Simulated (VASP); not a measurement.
The system is BN.

```xyz
2
Lattice="1.2511 0.7223 3.3729 -1.2511 0.7223 3.3729 0.0000 -1.4447 3.3729" Properties=species:S:1:pos:R:3 pbc="T T T"
N     0.0000    0.0000    6.7517
B     0.0000    0.0000    0.0033
```

The cell is a database's computed one.

```yaml
Program: VASP 6.6.1
Task: relaxation of cell and atoms
Functional: PBEsol
Dispersion: D3
Potentials_or_basis: VASP PAW PBE potentials, release 64 (N, B)
Cutoff: 600 eV
k_mesh: 12 × 12 × 12
Occupations: fermi-dirac, width 0.05 eV
Spin: no spin polarisation
```

At the start: pressure -0.4 GPa; volume 9.14 Å³/atom.

Q: Where does the relaxation end?

A: Over 11 steps the energy falls by 2.7 meV/atom and the volume is 8.62 Å³/atom (-5.7 %); space group R3m (No. 160, to 0.05 Å).

Step by step:
```csv
step,energy change (eV),largest force (eV/Å),pressure (GPa),volume (Å³)
1,0.0000,0.0056,-0.42,18.29
2,-0.0006,0.0024,-0.54,18.23
3,-0.0022,0.0264,-0.99,18.03
4,-0.0040,0.0746,-1.81,17.65
5,-0.0042,0.0721,-1.57,17.61
6,-0.0048,0.0650,-0.84,17.50
7,-0.0052,0.0514,0.61,17.27
8,-0.0052,0.0540,0.31,17.31
9,-0.0053,0.0430,0.28,17.30
10,-0.0054,0.0104,0.17,17.26
11,-0.0054,0.0017,0.12,17.25
```

Final structure:
```cif
data_structure
_symmetry_space_group_name_H-M 'P 1'
_symmetry_Int_Tables_number 1
_cell_length_a 3.4942
_cell_length_b 3.4942
_cell_length_c 3.4942
_cell_angle_alpha 41.957
_cell_angle_beta 41.957
_cell_angle_gamma 41.957
_cell_volume 17.25
loop_
_atom_site_label
_atom_site_type_symbol
_atom_site_fract_x
_atom_site_fract_y
_atom_site_fract_z
_atom_site_occupancy
N1 N 0.66733 0.66733 0.66733 1
B1 B 0.00024 0.00024 0.00024 1
```

Caveat: the PAW data sets were made with another functional, which shifts forces and pressure a little.
